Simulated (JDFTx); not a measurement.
# CoO (Fm-3m) in JDFTx: further runs

The runs below take CoO through equation of state, with PBEsol.

All numbers are computed with JDFTx 1.7.0 (patched build); they aren't measurements. Logs are shortened: lines on timing, memory, paths and dates and some standing lists are left out, and cuts for length are marked. The log counts tension as positive stress, the text compression.

### 1 The structure

The structure is cubic, space group Fm-3m (No. 225). Conventional cell: a = 4.263 Å, b = 4.263 Å, c = 4.263 Å, α = 90.00°, β = 90.00°, γ = 90.00°. Around Co (site symmetry m-3m) lie 6 O at 2.13 Å. O (site symmetry m-3m) has 6 Co at 2.13 Å as nearest neighbours.

### 2 Equation of state, PBEsol, collinear spin, ferromagnetic start, 9.10 Å³/atom (volume scaled by 0.94)

CoO.in reads:

```
lattice Face-Centered Cubic 7.8914501520
coords-type Lattice
ion Co     0.0000000000     0.0000000000     0.0000000000 1
ion O      0.5000000000     0.5000000000     0.5000000000 1

ion-species pseudo/Co.upf
ion-species pseudo/O.upf
elec-cutoff 48 384
elec-ex-corr gga-PBEsol
kpoint-folding 11 11 11
elec-smearing Fermi 0.0018374661
elec-n-bands 19
spintype z-spin
initial-magnetic-moments Co 2
elec-initial-magnetization 2 no
electronic-SCF nIterations 100 energyDiffThreshold 1e-09
electronic-minimize nIterations 30 energyDiffThreshold 1e-7
forces-output-coords Cartesian

dump-name run.$VAR
dump End Ecomponents EigStats BandEigs Kpoints Forces Stress
```

Potentials or basis: PseudoDojo-SR-PBEsol-0.4.1-standard with smoothed tails.

Command:

```console
> jdftx -c 1 -i CoO.in -o CoO.out
```

What it wrote:

```text
*************** JDFTx 1.7.0 (patched build) ***************

Input parsed successfully to the following command list (including defaults):
[... the input with its defaults ...]

---------- Setting up symmetries ----------

Found 48 point-group symmetries of the bravais lattice
Found 48 space-group symmetries with basis
Applied RMS atom displacement 0 bohrs to make symmetries exact.

---------- Initializing the Grid ----------
R =
[            0      3.94573      3.94573  ]
[      3.94573            0      3.94573  ]
[      3.94573      3.94573            0  ]
unit cell volume = 122.86
G =
[  -0.796202   0.796202   0.796202  ]
[   0.796202  -0.796202   0.796202  ]
[   0.796202   0.796202  -0.796202  ]
Minimum fftbox size, Smin = [  52  52  52  ]
Chosen fftbox size, S = [  54  54  54  ]

---------- Initializing tighter grid for wavefunction operations ----------
R =
[            0      3.94573      3.94573  ]
[      3.94573            0      3.94573  ]
[      3.94573      3.94573            0  ]
unit cell volume = 122.86
G =
[  -0.796202   0.796202   0.796202  ]
[   0.796202  -0.796202   0.796202  ]
[   0.796202   0.796202  -0.796202  ]
Minimum fftbox size, Smin = [  36  36  36  ]
Chosen fftbox size, S = [  36  36  36  ]

---------- Exchange Correlation functional ----------
Initalized PBEsol GGA exchange.
Initalized PBEsol GGA correlation.

---------- Setting up pseudopotentials ----------
Width of ionic core gaussian charges (only for fluid interactions / plotting) set to 0

Reading pseudopotential file 'pseudo/Co.upf':
  'Co' pseudopotential, 'PBESOL' functional
  Generated using ONCVPSP code by D. R. Hamann
  17 valence electrons, 4 orbitals, 6 projectors, 1001 radial grid points, with lMax = 2
    3S    l: 0   occupation:  2.0   eigenvalue: -3.753490
    3P    l: 1   occupation:  6.0   eigenvalue: -2.407467
    3D    l: 2   occupation:  7.0   eigenvalue: -0.302441
    4S    l: 0   occupation:  2.0   eigenvalue: -0.201732
  Core radius for overlap checks: 1.60 bohrs.

Reading pseudopotential file 'pseudo/O.upf':
  'O' pseudopotential, 'PBESOL' functional
  Generated using ONCVPSP code by D. R. Hamann
  6 valence electrons, 2 orbitals, 5 projectors, 936 radial grid points, with lMax = 2
    2S    l: 0   occupation:  2.0   eigenvalue: -0.874950
    2P    l: 1   occupation:  4.0   eigenvalue: -0.329796
  Core radius for overlap checks: 1.39 bohrs.

Initialized 2 species with 2 total atoms.

Folded 1 k-points by 11x11x11 to 1331 k-points.

---------- Setting up k-points, bands, fillings ----------
Reduced to 56 k-points under symmetry.
Computing the number of bands and number of electrons
Calculating initial fillings.
nElectrons:  23.000000   nBands: 19   nStates: 112

----- Setting up reduced wavefunction bases (one per k-point) -----
average nbasis = 1951.380 , ideal nbasis = 1951.490

---------- Setting up ewald sum ----------
Optimum gaussian width for ewald sums = 1.792080 bohr.
Real space sum over 1331 unit cells with max indices [  5  5  5  ]
Reciprocal space sum over 2197 terms with max indices [  6  6  6  ]

---------- Allocating electronic variables ----------
Initializing wave functions:  linear combination of atomic orbitals
Note: number of bands (19) exceeds available atomic orbitals (14)
Co (M=2) pseudo-atom majority spin occupations:   s ( 1 0.5 )  p ( 3 )  d ( 5 )
Co (M=2) pseudo-atom minority spin occupations:   s ( 1 0 )  p ( 3 )  d ( 3.5 )
O pseudo-atom occupations:   s ( 2 )  p ( 4 )
	FillingsUpdate:  mu: +1.198943793  nElectrons: 23.000000  magneticMoment: [ Abs: 0.14730  Tot: +0.14643 ]
LCAOMinimize: Iter:   0  F: -149.7576996313608788  |grad|_K:  1.935e-02  alpha:  1.000e+00
	FillingsUpdate:  mu: +1.158443456  nElectrons: 23.000000  magneticMoment: [ Abs: 0.13329  Tot: +0.13329 ]
LCAOMinimize: Iter:   1  F: -155.0953631609643821  |grad|_K:  1.578e-02  alpha:  3.193e-01  linmin: -1.874e-01  cgtest:  5.163e-01
	FillingsUpdate:  mu: +0.612654816  nElectrons: 23.000000  magneticMoment: [ Abs: 2.01588  Tot: +2.01588 ]
[... 27 lines of inner loops ...]
LCAOMinimize: Iter:  12  F: -158.3367066581045037  |grad|_K:  5.440e-06  alpha:  2.761e-01  linmin: -8.442e-06  cgtest: -5.303e-04
	FillingsUpdate:  mu: +0.578798230  nElectrons: 23.000000  magneticMoment: [ Abs: 2.87179  Tot: +2.86246 ]
LCAOMinimize: Iter:  13  F: -158.3367071394052630  |grad|_K:  1.190e-06  alpha:  8.051e-01  linmin:  1.182e-03  cgtest: -4.784e-03
LCAOMinimize: Converged (|Delta F|<1.000000e-06 for 2 iters).

-------- Electronic minimization -----------
Will mix electronic density at each iteration.
	FillingsUpdate:  mu: +0.578798230  nElectrons: 23.000000  magneticMoment: [ Abs: 2.87179  Tot: +2.86246 ]
	FillingsUpdate:  mu: +0.576889723  nElectrons: 23.000000  magneticMoment: [ Abs: 2.87179  Tot: +2.86246 ]
SCF: Cycle:  0   F: -158.359941460052937   dF: -2.323e-02   |Residual|: 7.416e-02   |deigs|: 7.436e-02
	FillingsUpdate:  mu: +0.560796397  nElectrons: 23.000000  magneticMoment: [ Abs: 2.87489  Tot: +2.85992 ]
SCF: Cycle:  1   F: -158.362466207881482   dF: -2.525e-03   |Residual|: 1.896e-02   |deigs|: 1.650e-02
	FillingsUpdate:  mu: +0.562221998  nElectrons: 23.000000  magneticMoment: [ Abs: 2.85378  Tot: +2.83837 ]
SCF: Cycle:  2   F: -158.362568126752819   dF: -1.019e-04   |Residual|: 1.741e-02   |deigs|: 2.553e-03
	FillingsUpdate:  mu: +0.561537967  nElectrons: 23.000000  magneticMoment: [ Abs: 2.87518  Tot: +2.86028 ]
SCF: Cycle:  3   F: -158.362692294707415   dF: -1.242e-04   |Residual|: 5.233e-03   |deigs|: 1.084e-03
	FillingsUpdate:  mu: +0.561946870  nElectrons: 23.000000  magneticMoment: [ Abs: 2.88783  Tot: +2.87075 ]
SCF: Cycle:  4   F: -158.362697097284070   dF: -4.803e-06   |Residual|: 1.696e-03   |deigs|: 3.980e-04
	FillingsUpdate:  mu: +0.561948960  nElectrons: 23.000000  magneticMoment: [ Abs: 2.88848  Tot: +2.87137 ]
SCF: Cycle:  5   F: -158.362697099263926   dF: -1.980e-09   |Residual|: 1.001e-03   |deigs|: 1.358e-04
	FillingsUpdate:  mu: +0.561955991  nElectrons: 23.000000  magneticMoment: [ Abs: 2.88559  Tot: +2.86881 ]
SCF: Cycle:  6   F: -158.362697360596570   dF: -2.613e-07   |Residual|: 3.234e-04   |deigs|: 1.759e-03
	FillingsUpdate:  mu: +0.562004810  nElectrons: 23.000000  magneticMoment: [ Abs: 2.88499  Tot: +2.86819 ]
SCF: Cycle:  7   F: -158.362697386146351   dF: -2.555e-08   |Residual|: 1.148e-04   |deigs|: 7.734e-04
	FillingsUpdate:  mu: +0.561992061  nElectrons: 23.000000  magneticMoment: [ Abs: 2.88522  Tot: +2.86843 ]
SCF: Cycle:  8   F: -158.362697391464280   dF: -5.318e-09   |Residual|: 5.426e-05   |deigs|: 1.701e-04
	FillingsUpdate:  mu: +0.561989907  nElectrons: 23.000000  magneticMoment: [ Abs: 2.88514  Tot: +2.86836 ]
SCF: Cycle:  9   F: -158.362697391961831   dF: -4.976e-10   |Residual|: 1.666e-05   |deigs|: 8.917e-05
	FillingsUpdate:  mu: +0.561991706  nElectrons: 23.000000  magneticMoment: [ Abs: 2.88511  Tot: +2.86833 ]
SCF: Cycle: 10   F: -158.362697392085863   dF: -1.240e-10   |Residual|: 3.468e-06   |deigs|: 6.013e-05
SCF: Converged (|Delta E|<1.000000e-09 for 2 iters).

Setting wave functions to eigenvectors of Hamiltonian

# Stress tensor in Cartesian coordinates [Eh/a0^3]:
[  2.16601e-05            0            0  ]
[            0  2.16601e-05            0  ]
[            0            0  2.16601e-05  ]

# Ionic positions in lattice coordinates:
ion Co   0.000000000000000   0.000000000000000   0.000000000000000 1
ion O   0.500000000000000   0.500000000000000   0.500000000000000 1

# Forces in Cartesian coordinates:
force Co  -0.000000000000000   0.000000000000000  -0.000000000000000 1
force O   0.000000000000000  -0.000000000000000   0.000000000000000 1

# Energy components:
   Eewald =     -108.4962617524653581
       EH =       44.2803607755955966
     Eloc =     -130.4710361391339291
      Enl =      -21.8379238363330543
      Exc =      -31.9704072477101029
 Exc_core =       10.9079079821543949
       KE =       79.2257966279031791
-------------------------------------
     Etot =     -158.3615635899892879
       TS =        0.0011338020965627
-------------------------------------
        F =     -158.3626973920858632

IonicMinimize: Iter:   0  F: -158.362697392085863  |grad|_K:  1.017e-41
IonicMinimize: Converged (|grad|_K<1.000000e-04).

#--- Lowdin population analysis ---
# oxidation-state Co +1.087
# magnetic-moments Co +2.483
# oxidation-state O -0.961
# magnetic-moments O +0.392

Dumping 'run.eigStats' ...
	eMin: -2.981757 at state 0 ( [ +0.000000 +0.000000 +0.000000 ] spin 1 )
	HOMO: +0.561561 at state 83 ( [ +0.000000 +0.272727 -0.454545 ] spin -1 )
	mu  : +0.561992
	LUMO: +0.562071 at state 101 ( [ +0.090909 +0.272727 -0.181818 ] spin -1 )
	eMax: +1.643933 at state 86 ( [ +0.000000 +0.363636 +0.363636 ] spin -1 )
	HOMO-LUMO gap: +0.000510
	Optical gap  : +0.000676 at state 101 ( [ +0.090909 +0.272727 -0.181818 ] spin -1 )
Done!
```

Run time: 2.9 min. Hardware: 1 thread of Intel Xeon Platinum 8375C at 2.90GHz (Ice Lake), shared host; peak memory 0.22 GiB.

Results:

```yaml
Free_energy: -4309.2685 eV
Pressure: -0.6 GPa
Band_gap_on_the_k_mesh: none (metal or under the smearing width)
Net_moment: 2.87 μB per cell
Absolute_moment: 2.89 μB per cell
Site_moments: Co +2.48; O +0.39 μB
Loewdin_charges: Co +1.09; O -0.96 e
```

Caveat: a cell with one magnetic atom can't hold antiferromagnetic order, which such compounds often take; semilocal functionals often make such compounds metallic where correlation or magnetic order opens a gap, which also shifts bond lengths.

### 3 Equation of state, PBEsol, collinear spin, ferromagnetic start, 9.30 Å³/atom (volume scaled by 0.96)

Edit CoO.in of step 2 so:

```diff
@@ -1,2 +1,2 @@
-lattice Face-Centered Cubic 7.8914501520
+lattice Face-Centered Cubic 7.9470255758
 coords-type Lattice
@@ -20,2 +20,2 @@
 dump-name run.$VAR
-dump End Ecomponents EigStats BandEigs Kpoints Forces Stress
+dump End Ecomponents EigStats BandEigs Kpoints Forces Stress ElecDensity Dtot
```

Potentials or basis: PseudoDojo-SR-PBEsol-0.4.1-standard with smoothed tails.

Command:

```console
> jdftx -c 1 -i CoO.in -o CoO.out
```

It took 3.2 min on 1 thread of Intel Xeon Platinum 8375C at 2.90GHz (Ice Lake), shared host; peak memory 0.22 GiB.

Results (log left out):

```
Free energy            : -4309.2626 eV
Pressure               : -4.4 GPa
Band gap on the k mesh : none (metal or under the smearing width)
Net moment             : 2.92 μB per cell
Absolute moment        : 2.94 μB per cell
Site moments           : Co +2.52; O +0.41 μB
Loewdin charges        : Co +1.09; O -0.97 e
```

Caveat: a cell with one magnetic atom can't hold antiferromagnetic order, which such compounds often take; semilocal functionals often make such compounds metallic where correlation or magnetic order opens a gap, which also shifts bond lengths.

### 4 Equation of state, PBEsol, collinear spin, ferromagnetic start, 9.49 Å³/atom (volume scaled by 0.98)

Edit CoO.in of step 3 so:

```diff
@@ -1,2 +1,2 @@
-lattice Face-Centered Cubic 7.9470255758
+lattice Face-Centered Cubic 8.0018343805
 coords-type Lattice
```

Command:

```console
> jdftx -c 1 -i CoO.in -o CoO.out
```

Wall time 4.7 min (1 thread of Intel Xeon Platinum 8375C at 2.90GHz (Ice Lake), shared host); peak memory 0.23 GiB.

The run converged. Its results:

```
Free energy            : -4309.2479 eV
Pressure               : -7.8 GPa
Band gap on the k mesh : none (metal or under the smearing width)
Net moment             : 2.96 μB per cell
Absolute moment        : 2.98 μB per cell
Site moments           : Co +2.56; O +0.41 μB
Loewdin charges        : Co +1.10; O -0.97 e
```

Caveat: a cell with one magnetic atom can't hold antiferromagnetic order, which such compounds often take; semilocal functionals often make such compounds metallic where correlation or magnetic order opens a gap, which also shifts bond lengths.

### 5 Equation of state, PBEsol, collinear spin, ferromagnetic start, 9.68 Å³/atom

Edit CoO.in of step 4 so:

```diff
@@ -1,2 +1,2 @@
-lattice Face-Centered Cubic 8.0018343805
+lattice Face-Centered Cubic 8.0559024693
 coords-type Lattice
```

Command:

```console
> jdftx -c 1 -i CoO.in -o CoO.out
```

Wall time 3.4 min (1 thread of Intel Xeon Platinum 8375C at 2.90GHz (Ice Lake), shared host); peak memory 0.23 GiB.

Results (log left out):

```
Free energy            : -4309.2251 eV
Pressure               : -11.1 GPa
Band gap on the k mesh : none (metal or under the smearing width)
Net moment             : 2.98 μB per cell
Absolute moment        : 3.00 μB per cell
Site moments           : Co +2.57; O +0.42 μB
Loewdin charges        : Co +1.10; O -0.98 e
```

Caveat: a cell with one magnetic atom can't hold antiferromagnetic order, which such compounds often take; semilocal functionals often make such compounds metallic where correlation or magnetic order opens a gap, which also shifts bond lengths.

### 6 Equation of state, PBEsol, collinear spin, ferromagnetic start, 9.88 Å³/atom (volume scaled by 1.02)

Edit CoO.in of step 5 so:

```diff
@@ -1,2 +1,2 @@
-lattice Face-Centered Cubic 8.0559024693
+lattice Face-Centered Cubic 8.1092543715
 coords-type Lattice
```

Potentials or basis: PseudoDojo-SR-PBEsol-0.4.1-standard with smoothed tails.

Command:

```console
> jdftx -c 1 -i CoO.in -o CoO.out
```

Run time: 3.2 min. Hardware: 1 thread of Intel Xeon Platinum 8375C at 2.90GHz (Ice Lake), shared host; peak memory 0.23 GiB.

It converged, with:

```yaml
Free_energy: -4309.1947 eV
Pressure: -14.1 GPa
Band_gap_on_the_k_mesh: none (metal or under the smearing width)
Net_moment: 2.99 μB per cell
Absolute_moment: 3.01 μB per cell
Site_moments: Co +2.58; O +0.42 μB
Loewdin_charges: Co +1.11; O -0.98 e
```

Caveat: a cell with one magnetic atom can't hold antiferromagnetic order, which such compounds often take; semilocal functionals often make such compounds metallic where correlation or magnetic order opens a gap, which also shifts bond lengths.

### 7 Equation of state, PBEsol, collinear spin, ferromagnetic start, 10.07 Å³/atom (volume scaled by 1.04)

Edit CoO.in of step 6 so:

```diff
@@ -1,2 +1,2 @@
-lattice Face-Centered Cubic 8.1092543715
+lattice Face-Centered Cubic 8.1619133428
 coords-type Lattice
```

Command:

```console
> jdftx -c 1 -i CoO.in -o CoO.out
```

Run time: 3.4 min. Hardware: 1 thread of Intel Xeon Platinum 8375C at 2.90GHz (Ice Lake), shared host; peak memory 0.24 GiB.

It converged, with:

```yaml
Free_energy: -4309.1573 eV
Pressure: -16.8 GPa
Band_gap_on_the_k_mesh: none (metal or under the smearing width)
Net_moment: 3.00 μB per cell
Absolute_moment: 3.02 μB per cell
Site_moments: Co +2.59; O +0.41 μB
Loewdin_charges: Co +1.11; O -0.98 e
```

Caveat: a cell with one magnetic atom can't hold antiferromagnetic order, which such compounds often take; semilocal functionals often make such compounds metallic where correlation or magnetic order opens a gap, which also shifts bond lengths.

### 8 Equation of state, PBEsol, collinear spin, ferromagnetic start, 10.27 Å³/atom (volume scaled by 1.06)

Edit CoO.in of step 7 so:

```diff
@@ -1,2 +1,2 @@
-lattice Face-Centered Cubic 8.1619133428
+lattice Face-Centered Cubic 8.2139014539
 coords-type Lattice
```

Command:

```console
> jdftx -c 1 -i CoO.in -o CoO.out
```

Wall time 3.8 min (1 thread of Intel Xeon Platinum 8375C at 2.90GHz (Ice Lake), shared host); peak memory 0.24 GiB.

Results (log left out):

```yaml
Free_energy: -4309.1137 eV
Pressure: -19.3 GPa
Band_gap_on_the_k_mesh: none (metal or under the smearing width)
Net_moment: 3.00 μB per cell
Absolute_moment: 3.02 μB per cell
Site_moments: Co +2.59; O +0.41 μB
Loewdin_charges: Co +1.11; O -0.98 e
```

Caveat: a cell with one magnetic atom can't hold antiferromagnetic order, which such compounds often take; semilocal functionals often make such compounds metallic where correlation or magnetic order opens a gap, which also shifts bond lengths.

### 9 Equation of state, PBEsol, collinear spin, ferromagnetic start

Potentials or basis: PseudoDojo-SR-PBEsol-0.4.1-standard with smoothed tails.

This step only gathers the single runs of the series.

Results:

- Equilibrium volume: 9.08 Å³/atom (rough: see the caveat)
- Bulk modulus: 187 GPa (rough)

Energy against volume, from the lowest point:
```tsv
volume (Å³/atom)	energy (meV/atom)
9.103	0.00
9.297	2.98
9.490	10.31
9.684	21.72
9.878	36.92
10.071	55.60
10.265	77.39
```

Caveat: the minimum lies outside the volumes run; the fit is doubtful: noisy points or a state that changes with volume.
